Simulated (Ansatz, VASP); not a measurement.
This is a calculation of BeS for VASP 6.6.1.

The input INCAR:

```
  ALGO = Normal
  EDIFF = 1E-6
  EDIFFG = -0.02
  ENCUT = 600
  GGA = RE
  IBRION = 2
  ISIF = 3
  ISMEAR = -1
  LASPH = T
  LCHARG = F
  LREAL = F
  LWAVE = F
  NELM = 100
  NSW = 40
  PREC = Accurate
  SIGMA = 0.05
```

File KPOINTS:

```
k-points
0
Gamma
  9 9 9
```

The input POSCAR:

```
BeS
1.0
    0.0000000000      2.4250000000      2.4250000000
    2.4250000000      0.0000000000      2.4250000000
    2.4250000000      2.4250000000      0.0000000000
S Be
1 1
Direct
    0.7500000000      0.7500000000      0.7500000000
    0.0000000000      0.0000000000      0.0000000000
```

Potentials or basis: VASP PAW PBE potentials, release 64 (S, Be).

Launch:

```console
$ cat potpaw_PBE.64/S/POTCAR potpaw_PBE.64/Be/POTCAR > POTCAR
$ mpirun -np 1 vasp_std > vasp.out
```

Question: Translate it to Ansatz 0.2.0. Potentials there: Ansatz PAW.

Answer: As run (the cutoff follows the program's own potentials):

The input input.yaml:

```yaml
crystal:
  lattice:
    - [0.0, 2.425, 2.425]
    - [2.425, 0.0, 2.425]
    - [2.425, 2.425, 0.0]
  atoms:
    - { symbol: S, position: [0.75, 0.75, 0.75] }
    - { symbol: Be, position: [0.0, 0.0, 0.0] }
hamiltonian:
  xc: revpbe
  pseudopotentials: { kind: paw }
kpoints:
  mp_grid: { grid: [9, 9, 9] }
scf:
  occupations: { method: fermi_dirac, width: 0.05 }
output:
  forces: true
  stress: true
  eigenvalues: true
relax:
  f_tol: 0.01
  max_steps: 40
  cell: { stress_tol: 0.05 }
```

Potentials or basis: Ansatz PAW.

Run with:

```console
$ ansatz run input.yaml --threads 2 --pin off --max-ram 5632MiB --backend cpu --events-out ev --progress --plain --runs-dir out
```

Both were run:

|  | VASP | Ansatz | Ansatz less VASP |
| --- | --- | --- | --- |
| gap on the k mesh at the Fermi level, each at its own relaxed structure (eV) | 3.36 | 3.36 | +0.005 |
| relaxed volume (Å³/atom) | 14.78 | 14.78 | +0.004 |
| relaxed cell length with the largest relative difference (Å) | 3.470 | 3.471 | +0.0003 |
| energy change over the relaxation (meV/atom) | -5 | -5 | -0.1 |

Caveats: the PAW data sets were made with another functional, which shifts forces and pressure a little (VASP); an odd mesh through Γ misses points on the zone boundary, where band edges often lie (VASP); odd divisions of the mesh miss points on the zone boundary, where band edges often lie, so the gap on the mesh can be too wide (Ansatz); the plane-wave basis is chosen anew once the cell has moved, so the energies of steps on either side of that aren't comparable (Ansatz); the PAW data sets come from PBE, with cores solved anew for the run's functional, which leaves a small shift of forces and pressure (Ansatz). Zero-point motion and thermal expansion aren't in these numbers. revPBE gives volumes clearly too large for solids.
